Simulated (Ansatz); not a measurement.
# Sc, one cell by several methods

```
Sc
1.0
    -1.91721    1.91721    1.71760
     1.91721   -1.91721    1.71760
     1.91721    1.91721   -1.71760
Sc
1
Cartesian
  0.0000 0.0000 0.0000
```

The cell is the one relaxed in the Materials Project (mp-1056366), not relaxed further here; entries there can be hypothetical.

Spin polarisation is left out, and whether a magnetic state lies lower isn't shown here.

All numbers are computed: DFT, LDA, PAW with Ansatz's default frozen-core files, scalar-relativistic (Ansatz 0.2.0); DFT, LDA, all-electron PAW with datasets made for the crystal, scalar-relativistic (Ansatz 0.2.0); DFT, LDA, all-electron LAPW, scalar-relativistic (Ansatz 0.2.0).

For PAW: a Γ-centred 13×13×13 k mesh, Fermi–Dirac smearing of 0.03 eV, cutoff 420 eV, no spin polarisation; the PAW files were made with PBE, and the program remakes their frozen cores for this functional. The crystal-made all-electron datasets (AE datasets) take a cutoff of 220 eV at this cell. LAPW targets a basis error of 1 meV/atom. The Ansatz runs share mesh, smearing and spin set-up. Plane-wave (PAW) pressures include the program's estimate of the Pulay term.

Stress and pressure are positive in compression.

In a metal, gradients converge slowly with the k mesh: the values move by tens of per cent from one mesh to another, at times in sign, so only the comparison on one mesh counts.

Levels count from the Fermi level.

| quantity | PAW | AE datasets | LAPW |
| --- | --- | --- | --- |
| pressure (GPa) | -5.43 | -5.43 | -5.43 |
| stress xx (GPa) | -5.55 | -5.54 | -5.54 |
| stress zz (GPa) | -5.20 | -5.20 | -5.20 |
| highest filled level at P (eV) | -0.018 | -0.017 | -0.017 |
| lowest empty level at P (eV) | 2.951 | 2.950 | 2.951 |
| highest filled level at Z (eV) | -0.977 | -0.978 | -0.978 |
| lowest empty level at Z (eV) | 3.217 | 3.217 | 3.217 |
| highest filled level at M (eV) | -1.050 | -1.051 | -1.051 |
| lowest empty level at M (eV) | 3.695 | 3.695 | 3.695 |
| field gradient Vzz at Sc (10²¹ V/m²) | 0.85 | 0.86 | – |
